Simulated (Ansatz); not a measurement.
## TiO₂: field gradients at two levels of theory

Cell: a computed structure from the Materials Project (it need not be an observed phase), atoms as given.

Space group C2/m (No. 12); a = 12.3072, b = 3.7669, c = 6.6162 Å, β = 106.95°.

| site | Wyckoff | site symmetry | x | y | z |
| --- | --- | --- | --- | --- | --- |
| Ti1 | 4i | m | 0.8047 | 0.0000 | 0.7162 |
| Ti2 | 4i | m | 0.0999 | 0.0000 | 0.7104 |
| O5 | 4i | m | 0.0584 | 0.0000 | 0.3700 |
| O6 | 4i | m | 0.6381 | 0.0000 | 0.7066 |
| O7 | 4i | m | 0.1328 | 0.0000 | 0.0047 |
| O9 | 4i | m | 0.7365 | 0.0000 | 0.3475 |

One atom of each set is listed; the run and its k-mesh use a cell of 12 atoms with edges of 6.44, 6.44, 6.62 Å.

First run. All values are calculated (Ansatz; DFT, PBE, plane waves and PAW, scalar-relativistic, 420 eV cutoff, Γ-centred 7×7×4 k-points, Fermi–Dirac smearing 0.02 eV), not measured.

| site | V_zz (10²¹ V/m²) | η |
| --- | --- | --- |
| Ti1 | -0.46 | 0.68 |
| Ti2 | -1.78 | 0.85 |
| O5 | 1.69 | 0.06 |
| O6 | 2.77 | 0.86 |
| O7 | 1.14 | 0.72 |
| O9 | -1.88 | 0.99 |

Second run. The same atoms and settings, except that the functional is r2SCAN and the cutoff is 500 eV.

Question: Given the first result, estimate the second.

Answer: 

```
site   V_zz     η  change of V_zz
 Ti1   0.52  0.97               –
 Ti2  -1.84  0.79           -0.06
  O5   1.85  0.09           +0.16
  O6   2.90  0.98           +0.13
  O7   1.42  0.62           +0.28
  O9   1.94  0.93               –
```

The largest change of V_zz along a kept axis is on O7, from 1.14 to 1.42. In per cent, |V_zz| changes by +4 on Ti, +5 to +25 on O (all sites that start above 0.5, bar those whose gradient vanishes or changes sign or whose main axis turns by over 40°). On O9, Ti1 the largest principal value lies along another axis in the second run, so the two V_zz can't be compared directly.

For the second run: At this cell the r2SCAN pressure is -6 GPa, so with r2SCAN the cell would shrink if it were relaxed. The entry's cell may itself be off. The largest force is 0.3 eV/Å, so the atoms aren't at the calculated equilibrium and relaxing them would move these values.
